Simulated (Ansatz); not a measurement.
SnSe:

```xyz
8
Lattice="11.4200 0.0000 0.0000 0.0000 4.1900 0.0000 0.0000 0.0000 4.4600" Properties=species:S:1:pos:R:3 pbc="T T T"
Sn   10.0153    3.1425    4.0541
Sn    7.1147    1.0475    1.8241
Sn    4.3053    3.1425    2.6359
Sn    1.4047    1.0475    0.4059
Se    7.3431    3.1425    4.3886
Se    9.7869    1.0475    2.1586
Se    1.6331    3.1425    2.3014
Se    4.0769    1.0475    0.0714
```

| Item | Value |
| --- | --- |
| Program | Ansatz 0.2.0 |
| Task | relaxation of cell and atoms |
| Functional | PBE |
| Potentials or basis | Ansatz PAW |
| Cutoff | 420 eV (not typed: the program's choice for these potentials) |
| k mesh | 3 × 6 × 6 |
| Occupations | fermi-dirac, width 0.05 eV |
| Spin | no spin polarisation |

At the start: volume 26.68 Å³/atom.

Problem. Where does the relaxation end?

Solution. It ends after 7 steps and the volume is 28.35 Å³/atom (+6.3 %); space group Pnma (No. 62, to 0.05 Å).

Step by step:
```csv
step,energy change (eV),largest force (eV/Å),volume (Å³)
1,0.0000,0.3108,213.41
2,-0.0796,0.1433,232.59
3,-0.1039,0.0637,228.21
4,-0.1092,0.0208,227.68
5,-0.1100,0.0204,227.23
6,-0.1107,0.0090,226.77
7,-0.1129,0.0086,226.77
```

Final structure:
```
CELL_PARAMETERS angstrom
11.80393 0.00000 0.00000
0.00000 4.20551 0.00000
0.00000 0.00000 4.56815
ATOMIC_POSITIONS crystal
Sn 0.87863 0.75000 0.88320
Sn 0.62137 0.25000 0.38320
Sn 0.37863 0.75000 0.61680
Sn 0.12137 0.25000 0.11680
Se 0.64550 0.75000 0.97672
Se 0.85450 0.25000 0.47672
Se 0.14550 0.75000 0.52328
Se 0.35450 0.25000 0.02328
```

Caveat: the plane-wave basis is chosen anew once the cell has moved, so the energies of steps on either side of that aren't comparable; this functional lacks dispersion, which binds the layers, so the pressure and a relaxed spacing across them are unreliable.
